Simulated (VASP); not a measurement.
# SnSe₂: kinetic-energy density

SnSe₂, P-3m1 (no. 164), 3 atoms in the cell. PBE; PAW potentials Sn_d, Se (PBE set).

## Input

INCAR:
```
SYSTEM = SnSe2
  PREC = Accurate
  ENCUT = 520
  EDIFF = 1E-7
  ISMEAR = 0
  SIGMA = 0.02
  LREAL = .False.
  LASPH = .True.
  ALGO = Normal
  NELM = 100
  ISIF = 2
  LWAVE = .False.
  LCHARG = .True.
  LTAU = .True.
```

KPOINTS:
```
k-points
0
Gamma
  7 7 4
```

POSCAR:
```
SnSe2
1.0
    3.8110000000      0.0000000000      0.0000000000
   -1.9055000000      3.3004228138      0.0000000000
    0.0000000000      0.0000000000      6.1360000000
Sn Se
1 2
Direct
    0.0000000000      0.0000000000      0.0000000000
    0.6666666667      0.3333333333      0.7510000000
    0.3333333333      0.6666666667      0.2490000000
```

Commands:
```
cat potpaw_PBE.64/Sn_d/POTCAR potpaw_PBE.64/Se/POTCAR > POTCAR
mpirun -np 1 vasp_std > vasp.out
```

## Result

- Kinetic energy of the pseudo orbitals (eV): 353.31

VASP 6.6.1 took 27 s on 1 core (Intel Xeon Platinum 8488C (Sapphire Rapids)), a shared host.
